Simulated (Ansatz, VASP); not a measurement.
# TePt: VASP beside Ansatz

Contents of INCAR:

```
  PREC = Accurate
  ENCUT = 520
  EDIFF = 1E-6
  ISMEAR = 0
  SIGMA = 0.05
  LREAL = False
  LASPH = True
  NELM = 150
  ALGO = Fast
  ISIF = 2
  LWAVE = False
  LCHARG = False
  ISPIN = 2
  MAGMOM = 2 0
  LORBIT = 11
  LMAXMIX = 4
  LDAU = True
  LDAUTYPE = 2
  LDAUL = 2 -1
  LDAUU = 7 0
  LDAUJ = 0 0
  LDAUPRINT = 1
  NBANDS = 19
```

File KPOINTS:

```
Automatic mesh
0
Gamma
  6 6 5
```

The input POSCAR:

```
TePt
1.0
    3.9548758500      0.0000000000      0.0000000000
   -1.9774379300      3.4250229600      0.0000000000
    0.0000000000      0.0000000000      3.8597628900
Pt Te
1 1
Direct
    0.0000000000      0.0000000000      0.0000000000
    0.6666666667      0.3333333333      0.5000000000
```

Input for Ansatz:

```yaml
crystal:
  lattice:
    - [3.95487585, 0.0, 0.0]
    - [-1.97743793, 3.42502296, 0.0]
    - [0.0, 0.0, 3.85976289]
  atoms:
    - { symbol: Pt, position: [0.0, 0.0, 0.0], spin: 2.0 }
    - { symbol: Te, position: [0.6666666667, 0.3333333333, 0.5] }
basis:
  ecutwfc: 420
  ecutrho_ratio: 4
kpoints:
  mp_grid: { grid: [6, 6, 5] }
hamiltonian:
  xc: lda
  hubbard: { sites: [{ site: 0, l: d, u_eff: 7.0 }] }
scf:
  occupations: { method: gaussian, width: 0.05 }
  lower_state_search: "off"
  max_iter: 150
output:
  forces: true
  stress: true
  eigenvalues: true
  populations: true
  hubbard: { sites: [{ site: 0, l: d }] }
magnetization:
  spin_polarized: true
```

Alike in both runs: task single point; functional LDA; k mesh 6 × 6 × 5; occupations gaussian, width 0.05 eV; collinear spin; Hubbard terms Pt d U = 7.0 eV.

```csv
,VASP,Ansatz
version,VASP 6.6.1,Ansatz 0.2.0
potentials or method,"VASP PAW LDA potentials, release 64 (Pt, Te)","scalar-relativistic, plane waves, PAW"
plane-wave cutoff (eV),520,420
valence electrons in the cell,16,34
```

Ansatz gave:

- gap on the k mesh at the Fermi level (eV): none
- pressure (GPa): -15.9
- largest component of the traceless stress (GPa): 3.91
- net moment per atom (μB): 0.00

Q: Estimate VASP's values.

A: gap on the k mesh at the Fermi level (eV): none; pressure (GPa): -19.2; largest component of the traceless stress (GPa): 4.52; net moment per atom (μB): 0.00.

The programs project onto different local orbitals, so the same U acts differently. A gap of «none» marks a metal or a gap that the smearing closes. The two sets of potentials don't hold the same shells in valence. Ansatz warned: «filled_band_counts_differ_across_k_points».

Caveats: the U is typed as a test and isn't derived for this compound. The runs have no spin-orbit coupling, so splittings on Pt, Te are missing. The state reached can hang on the start; a lower one may exist.
